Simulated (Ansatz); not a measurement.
# SiRu (P2_13): band structure in Python

Does SiRu (P2_13) have a gap, and where are its band edges? Wanted for SiRu (P2_13): a band structure.

Program: the Python package of Ansatz 0.2.0. Level of theory: DFT PBE, plane waves, PAW. These are calculated values, not measurements.

## 1. The system

It takes space group P2_13 (No. 198, cubic). Conventional cell: a = 4.709 Å, b = 4.709 Å, c = 4.709 Å, α = 90.00°, β = 90.00°, γ = 90.00°. Si (site symmetry 3) has 7 Ru at 2.38 to 2.70 Å as nearest neighbours. Ru (site symmetry 3) is surrounded by 7 Si at 2.38 to 2.70 Å.

No structure file is read: the coordinates are typed or built in the script.

## 2. The script

bands.py

```python
# -*- coding: utf-8 -*-
from collections import Counter
import json
import warnings

import ansatz as az
import matplotlib.pyplot as plt
import numpy as np


def main():
    warnings.simplefilter('ignore', az.DeckWarning)

    vectors = np.array([
        [4.70859538, 0.0, 0.0],
        [0.0, 4.70859538, 0.0],
        [0.0, 0.0, 4.70859538],
    ])
    cell = (
        az.Lattice.of(vectors)
        .atom('Si', (0.16242227, 0.33757773, 0.66242227))
        .atom('Si', (0.33757773, 0.66242227, 0.16242227))
        .atom('Si', (0.66242227, 0.16242227, 0.33757773))
        .atom('Si', (0.83757773, 0.83757773, 0.83757773))
        .atom('Ru', (0.87059449, 0.62940551, 0.37059449))
        .atom('Ru', (0.62940551, 0.37059449, 0.87059449))
        .atom('Ru', (0.37059449, 0.87059449, 0.62940551))
        .atom('Ru', (0.12940551, 0.12940551, 0.12940551))
    )

    path = [
        ('G', (0.0, 0.0, 0.0)),
        ('X', (0.0, 0.5, 0.0)),
        ('M', (0.5, 0.5, 0.0)),
        ('G', (0.0, 0.0, 0.0)),
        ('R', (0.5, 0.5, 0.5)),
        ('X', (0.0, 0.5, 0.0)),
    ]
    calc = (
        cell.calculation()
        .functional('PBE')
        .basis(450)
        .kpoints(6)
        .occupations('fermi_dirac')
        .scf(tolerance=1e-08)
        .band_structure([point for _, point in path], intervals=4)
        .scf(extra_bands=6)
    )
    done = calc.run(events_out='events.ndjson')
    summary = done.report
    with open('events.ndjson') as stream:
        kinds = Counter(json.loads(line)['event'] for line in stream)
    print('events:', {kind: kinds[kind] for kind in ('scf_iter', 'scf_done', 'notice', 'finished')})

    n_atoms = len(summary['lattice']['sites'])
    print('F =', round(summary['free_energy_ev'], 4), 'eV for', n_atoms, 'atoms')
    print('E(sigma -> 0) =', round(summary['energy_sigma0_ev'], 4), 'eV, TS =', round(summary['entropy_ts_ev'], 5), 'eV')
    print('closed by', summary['closed_by'], 'after', summary['n_iterations'], 'iterations')

    bands = done.band_structure()
    fermi = bands.fermi_energy_ev
    print(f'zero of the bands: {fermi:.3f} eV, the Fermi level found on the SCF mesh')
    reciprocal = 2 * np.pi * np.linalg.inv(done.lattice.cell_ang).T
    steps = np.linalg.norm(np.diff(bands.kpoints_frac @ reciprocal, axis=0), axis=1)
    distance = np.concatenate([[0], np.cumsum(steps)])
    fig, ax = plt.subplots(figsize=(5, 4))
    for channel, colour in zip(bands.channels, ('C0', 'C3')):
        ax.plot(distance, channel.eigenvalues_ev - fermi, colour, lw=1)
    ax.set_xticks(distance[::4], [label for label, _ in path])
    ax.set(ylim=(-4, 4), ylabel='E - E_F (eV)', xlim=(0, distance[-1]))
    ax.grid(axis='x')
    fig.savefig('bands.png', dpi=100)
    first = bands.channels[0].eigenvalues_ev - fermi
    near = np.argsort(np.abs(first.mean(axis=0)))[:4]
    for band in sorted(near):
        print(f'band {band + 1}: {first[:, band].min():.3f} to {first[:, band].max():.3f} eV')


if __name__ == '__main__':
    main()
```

## 3. The input behind the calls

The engine receives this input:

```yaml
crystal:
  lattice:
    - [4.70859538, 0.0, 0.0]
    - [0.0, 4.70859538, 0.0]
    - [0.0, 0.0, 4.70859538]
  atoms:
    - { symbol: Si, position: [0.16242227, 0.33757773, 0.66242227] }
    - { symbol: Si, position: [0.33757773, 0.66242227, 0.16242227] }
    - { symbol: Si, position: [0.66242227, 0.16242227, 0.33757773] }
    - { symbol: Si, position: [0.83757773, 0.83757773, 0.83757773] }
    - { symbol: Ru, position: [0.87059449, 0.62940551, 0.37059449] }
    - { symbol: Ru, position: [0.62940551, 0.37059449, 0.87059449] }
    - { symbol: Ru, position: [0.37059449, 0.87059449, 0.62940551] }
    - { symbol: Ru, position: [0.12940551, 0.12940551, 0.12940551] }
basis:
  ecutwfc: 450.0
kpoints:
  mp_grid:
    grid: [6, 6, 6]
  band_path:
    path:
      - [0.0, 0.0, 0.0]
      - [0.0, 0.5, 0.0]
      - [0.5, 0.5, 0.0]
      - [0.0, 0.0, 0.0]
      - [0.5, 0.5, 0.5]
      - [0.0, 0.5, 0.0]
    npoints: 4
hamiltonian:
  xc: pbe
scf:
  n_extra_bands: 6
  convergence:
    dr2_threshold: 1.0e-08
  occupations:
    method: fermi_dirac
```

## 4. Launch

Command:

```sh
python bands.py
```

Q: Predict the main results. Wanted: free energy; gap on the path; valence top / conduction bottom.

As calculated:

| quantity | value |
| --- | --- |
| free energy | -26063.0673 eV (-3257.8834 eV/atom) |
| gap on the path | 0.24 eV, indirect |
| valence top / conduction bottom | between Γ and X / between M and Γ |

What this shows: Along this path the gap is 0.24 eV and indirect, from the valence top between Γ and X to the conduction bottom between M and Γ. Gaps at this rung are as a rule too small against experiment. Spin is left out of this run. The computed bands are complete only to about 2.7 eV above the Fermi level. An opening on this mesh may only mean that it misses a point where bands touch. This cell is a computed structure, which may not be the phase found in nature. Gaps and levels are Kohn-Sham values on a finite set of k-points, without spin-orbit coupling.
